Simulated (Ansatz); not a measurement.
# Two Ansatz runs on Na₂S

The cell is COD entry 1011374, as deposited and not checked against the literature; nothing was relaxed.

First run: DFT, PBE, all-electron LAPW, scalar-relativistic (Ansatz 0.2.0).

Command: `ansatz run input.yaml --threads 1 --pin off --max-ram 4096MiB --backend cpu --events-out ev --progress --plain --runs-dir out` The run took 6.3 s on 1 thread of Intel(R) Xeon(R) Processor @ 2.70GHz, with other jobs on the host, peak memory 0.3 GiB.

```yaml
crystal:
  lattice:
    - [0.0, 3.263, 3.263]
    - [3.263, 0.0, 3.263]
    - [3.263, 3.263, 0.0]
  atoms:
    - { symbol: Na, position: [0.25, 0.25, 0.25] }
    - { symbol: Na, position: [0.75, 0.75, 0.75] }
    - { symbol: S, position: [0.0, 0.0, 0.0] }
kpoints:
  mp_grid: { grid: [8, 8, 8] }
scf:
  occupations: { method: fermi_dirac, width: 0.02 }
hamiltonian:
  xc: pbe
  pseudopotentials:
    kind: all_electron
    lapw: { basis_error: 0.001, muffin_tin_radii: { Na: 1.187, S: 1.187 } }
output:
  forces: true
  stress: true
  eigenvalues: true
```

Result: converged; pressure 0.58 GPa; gap on the k mesh 2.51 eV; 7 SCF iterations.

A second input differs as follows:

```diff
@@ -12,4 +12,5 @@
 scf:
   occupations: { method: fermi_dirac, width: 0.02 }
+  max_iter: 75
 hamiltonian:
   xc: pbe
@@ -21,3 +22,4 @@
   stress: true
   eigenvalues: true
+ecutwfc: 0.3
```

Task: What is wrong with it, and what does the program do?

Result: The fault is a keyword of another program. The run refused before any iteration. The log ends:
```
  --> <input>:24:1
   |
22 |   stress: true
23 |   eigenvalues: true
24 | ecutwfc: 0.3
   | ^ unknown field `ecutwfc`, expected one of crystal, accuracy, basis, kpoints, hamiltonian, magnetization, projection, total_charge, correlation, batch, efield, external_charges, scf, relax, neb, saddle, md, ramp, phonons, dielectric, real_time, elastic, magnetic_configurations, gw, evaluate, workflow, output, checkpoint, execution
```
